Strontium titanate is an insulator that can be made to conduct by adding or removing a few electrons. Added electrons go into the lowest empty states, and removed ones leave the highest filled states. Which atoms do these two sets of states belong to, and can the make-up of the filled states alone tell us that of the empty ones?

The table comes from one density-functional calculation on the ideal cubic crystal. Each row is a window of energy measured from the Fermi level. It gives the number of states in that window, counting both spins, and the shares of the atomic orbitals in them. The results for the window above the Fermi level are left open.

Ansatz 0.2.0, scalar-relativistic PBE with plane waves and PAW, for cubic SrTiO3 (5-atom cell), without spin polarisation. The wave cutoff is 420 eV, the k mesh 6x6x6 and the Gaussian smearing width 0.05 eV. States are counted in electrons per cell, and the orbital shares are shares of Loewdin projections.

```
bottom of the window, from the Fermi level (eV)  top of the window (eV)  states in the window (per cell)  share of the cell that they fill  share of O 2p  share of Ti 3d  share of O 2s  share of Sr 4p  share of Ti 4s
                                         -18.61                  -16.98                             6.00                              0.15           0.00            0.05           0.78            0.09            0.05
                                         -15.95                  -15.05                             6.00                              0.12           0.01            0.00           0.09            0.89            0.00
                                          -5.61                   -0.91                            18.00                              0.21           0.84            0.12           0.00            0.00            0.00
                                          -5.60                   -4.03                             6.41                              0.25           0.73            0.21           0.00            0.00            0.02
                                          -4.03                   -2.49                             5.43                              0.22           0.86            0.11           0.00            0.00            0.00
                                          -1.54                   -0.93                             1.49                              0.12           0.99            0.00           0.00            0.00            0.00
                                           0.93                    1.54                                ?                                 ?              ?               ?              ?               ?               ?
```

The two deepest rows are mainly O 2s and Sr 4p. The third row is the full valence band with its 18 electrons, and the three rows after it are slices of that same band, which leave out a part of it just below the highest slice. The mesh of k points is coarse for that narrow highest slice, so its values are less certain. From the lowest slice to the highest, the Ti 3d share falls from 0.21 to zero, while O 2p rises to 0.99.

The standard explanation is covalent mixing. A Ti 3d orbital and an O 2p orbital that overlap form a bonding state, pushed down and mostly oxygen, and an antibonding state, pushed up and mostly titanium. The bottom of the valence band therefore carries the most titanium. At its top are oxygen combinations that find no titanium partner, and these stay almost pure O 2p. The shares agree with this picture, though they do not by themselves prove it.

The antibonding partners must lie in the empty bands, so some oxygen belongs there too. A simple count gives its average. Titanium has ten 3d states, counting spin, and the filled bands already hold about 2.5 of them, so the empty d bands should be about 0.75 Ti 3d on average.

The lowest empty states should be purer than that average, for a reason of symmetry. They are expected to come from the t2g orbitals, the three d orbitals whose lobes point between the oxygen neighbours. At the centre of the Brillouin zone the wave has the same phase in every cell, and the couplings of a d orbital to the 2p orbitals on opposite sides of the titanium cancel. In most directions away from the centre the phases differ, the cancellation fails, and the band rises as it takes up oxygen.

Two coupled levels turn this into a number. Let Ed be the energy of the unmixed Ti 3d level, Ep that of the O 2p level and V their coupling. A mixed state of energy E then obeys

(E − Ed)(E − Ep) = V²

The oxygen-to-titanium weight ratio is V²/(E − Ep)², which by the first equation equals (E − Ed)/(E − Ep). The oxygen share of an antibonding state is therefore

O share = (E − Ed) / [(E − Ed) + (E − Ep)]

The height of a state above the unmixed d level thus tells how much oxygen it contains.

For Ed I take the bottom of the open window, 0.93 eV, which assumes that the empty band starts there. The Ti 3d shares of the two lower valence slices then give an average Ep of about −3.0 eV. The middle of the window lies about 0.3 eV above Ed and 4.25 eV above Ep, so the oxygen share is 0.3/(0.3 + 4.25), or about 0.07.

The forecast is thus 0.07 for O 2p, with a range of 0.00 to 0.16, and 0.93 for Ti 3d, with a range of 0.80 to 1.00. For O 2s, Sr 4p and Ti 4s it is 0.00 each, with a range of 0.00 to 0.03. These ranges are judgements of how far so simple a model can be trusted, not statistical errors.

The number of states needs a different argument. Each t2g orbital couples to 2p orbitals of the four oxygens in its own plane. Its band is therefore nearly flat along the direction across that plane and spreads along the other two, like a band on a square lattice. With a total width of roughly 2.5 eV, a recalled value, three such bands put 0.93 states into the window. The range is 0.4 to 1.5, and the mesh of k points is coarse for so narrow a window.

The last forecast concerns the share of the cell that the states fill, a measure of how widely their density is spread. Scaling the value of the top O 2p slice, taken per oxygen atom, and that of Sr 4p by the cube of rough recalled orbital radii, and averaging the two results, gives 0.09, with a range of 0.05 to 0.13.

The withheld rows as computed:

```
bottom of the window, from the Fermi level (eV)  top of the window (eV)  states in the window (per cell)  share of the cell that they fill  share of O 2p  share of Ti 3d  share of O 2s  share of Sr 4p  share of Ti 4s
                                           0.93                    1.54                             0.39                              0.08           0.07            0.93           0.00            0.00            0.00
```

The make-up of the edge came out as forecast: 0.93 Ti 3d and 0.07 O 2p, with zero for the three other orbitals. The simple average of 0.75 would have been clearly too low. The lowest empty states are thus much purer titanium than the empty d bands as a whole should be, as the cancellation at the zone centre implies. So the filled states alone do not settle the make-up of the edge: they give the average, while the symmetry of the d orbitals and the energy at which the empty band starts supply the rest. The share of the cell filled, 0.08, also lies within its range.

The agreement in the shares is closer than the model deserves. In the middle valence slice, one of the two that set Ep, it gives a Ti 3d share of 0.06 where the calculation has 0.11. It leaves out the coupling between neighbouring oxygens, which also spreads the valence band. The direction of the forecast is well founded, but its second decimal is not.

The number of states is a miss. The calculation finds 0.39, less than half the forecast and just below the range. A late start of the band is not the cause: in the same calculation the lowest empty state lies at 0.94 eV, almost exactly at the bottom of the window. The two-level equation suggests a better reason. It can be written as E − Ed = V²/(E − Ep), and E − Ep is smallest at the bottom of the band, so a given gain in V² lifts a state most there. The band is therefore expected to rise more steeply at first than a square-lattice band of the same total width, which leaves fewer states in the window. The recalled width and the coarse mesh could also play a part, and the table does not show how much each contributes. The printed output below lists each forecast with the computed value.

The same reasoning carries over to strontium zirconate, where the empty d levels lie higher above O 2p. The top of the valence band should again be oxygen and the bottom of the empty band again metal d, across a wider gap. The size of a gap is another matter: the functional used here makes that of strontium titanate much too small, so the windows show the character of its edges and not their true distance.

For doping, the rule is that an added electron enters states that are almost wholly Ti 3d, while a removed one leaves states that are almost wholly O 2p. This holds for the perfect crystal and does not tell whether a defect or a distortion will trap the charge. It is also a statement about orbital shares. If the density of the lowest empty states is instead divided among regions of space around the atoms, titanium receives about two thirds of it and oxygen most of the rest. How many states lie close to the empty edge is less certain than their character, and a finer mesh of k points would be needed to settle it.

Output of the analysis:

```
Ti 3d weight in the full valence band, electrons: 2.16
valence states outside the three slices, per cell: 4.67
Ti 3d share of those states, by difference: 0.04638
O 2p share of those states, by difference: 0.9199
effective O 2p level of the model, eV from the Fermi level: -3.015
model Ti 3d share in the lowest valence slice: 0.2386
model Ti 3d share in the middle valence slice: 0.05524
rival forecast, mean Ti 3d share of all ten empty d states: 0.754
forecast Ti 3d share (range 0.80 to 1.00): 0.933
computed Ti 3d share: 0.93
miss of Ti 3d share, forecast less computed: 0.00304
forecast O 2p share (range 0.00 to 0.16): 0.06696
computed O 2p share: 0.07
miss of O 2p share, forecast less computed: -0.00304
computed O 2s share (forecast 0.00, range 0.00 to 0.03): 0
computed Sr 4p share (forecast 0.00, range 0.00 to 0.03): 0
computed Ti 4s share (forecast 0.00, range 0.00 to 0.03): 0
forecast states in the window, per cell (range 0.4 to 1.5): 0.932
computed states in the window, per cell: 0.39
miss of states, forecast less computed: 0.542
forecast share of the cell filled (range 0.05 to 0.13): 0.0885
computed share of the cell filled: 0.08
miss of share of the cell filled, forecast less computed: 0.008501
```
